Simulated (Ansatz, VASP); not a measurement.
**One calculation of Al2O3 (Corundum), two programs**

```
Al O
1.0
     2.38025    1.37424    4.33187
    -2.38025    1.37424    4.33187
     0.00000   -2.74848    4.33187
Al O
4 6
Direct
  0.35216 0.35216 0.35216
  0.14784 0.14784 0.14784
  0.64784 0.64784 0.64784
  0.85216 0.85216 0.85216
  0.55668 0.94332 0.25000
  0.25000 0.55668 0.94332
  0.94332 0.25000 0.55668
  0.44332 0.05668 0.75000
  0.75000 0.44332 0.05668
  0.05668 0.75000 0.44332
```

Alike in both runs: task single point; functional PBEsol; k mesh 6 × 6 × 6; occupations gaussian, width 0.1 eV; no spin polarisation.

|  | VASP | Ansatz |
| --- | --- | --- |
| version | VASP 6.6.1 | Ansatz 0.2.0 |
| potentials or method | VASP PAW PBE potentials, release 64 (Al, O) | scalar-relativistic, plane waves, PAW |
| plane-wave cutoff (eV) | 520 | 420 |
| valence electrons in the cell | 48 | 48 |

```tsv
	VASP	Ansatz	Ansatz less VASP
gap on the k mesh at the Fermi level (eV)	6.12	6.11	-0.009
least direct gap on the mesh (eV)	6.12	6.11	-0.009
pressure (GPa)	1.8	1.7	-0.06
largest component of the traceless stress (GPa)	0.48	0.41	-0.071
rms of the force components (eV/Å)	0.043	0.040	-0.0030
```

Atom by atom the forces differ by 0.003 eV/Å (rms over components).

Caveats: the PAW data sets were made with another functional, which shifts forces and pressure a little (VASP). PBEsol gaps usually lie below the measured ones, often by a third to a half. A k mesh can miss the band edges.
